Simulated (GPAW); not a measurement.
Runs of GPAW 26.7.0 on Co. It takes space group P6_3/mmc (No. 194, hexagonal). Conventional cell: a = 2.472 Å, b = 2.472 Å, c = 4.021 Å, α = 90.00°, β = 90.00°, γ = 120.00°. Co (site symmetry -6m2) is surrounded by 12 Co at 2.47 Å. 

```csv
task,level,potentials or basis,smearing,band path,band points,eigensolver,gap on the mesh (eV),pressure (GPa),moment (μB)
band structure,PBE,"GPAW PAW data sets (gpaw-data 1.2.1), pw",fermi-dirac 0.05 eV,"GMKGALHA,LM,KH",60,-,-,4.8,3.21
single point,PBE,"GPAW PAW data sets (gpaw-data 1.2.1), pw",gaussian 0.012 eV,-,-,-,none,4.8,3.22
band structure,BLYP,"PAW data sets generated in the run's folder for this functional, pw",fermi-dirac 0.05 eV,"GMKGALHA,LM,KH",80,davidson,-,13.9,3.13
band structure,PBEsol,"PAW data sets generated in the run's folder for this functional, pw",fermi-dirac 0.05 eV,"GMKGALHA,LM,KH",80,-,-,-5.3,3.19
band structure,revPBE,"the program's PAW data sets (release 1.2.1) made for this functional, pw",fermi-dirac 0.05 eV,"GMKGALHA,LM,KH",60,-,-,(a),3.23
single point,PBE,"GPAW PAW data sets (gpaw-data 1.2.1), pw",gaussian 0.011 eV,-,-,-,none,4.8,3.22
single point,PBE,"GPAW PAW data sets (gpaw-data 1.2.1), pw",gaussian 0.013 eV,-,-,-,none,4.8,3.22
band structure,LDA,"the program's PAW data sets (release 1.2.1) made for this functional, pw",fermi-dirac 0.05 eV,"GMKGALHA,LM,KH",60,-,-,-14.3,(b)
```

Alike in all rows: spin collinear, ferromagnetic start; cell as given; k mesh 12 × 12 × 7; cutoff (eV) 600.

Question: Fill in the values left out.

Answer: (a) 9.3; (b) 3.09.

A gap of «none» marks a metal or a gap under the smearing width.
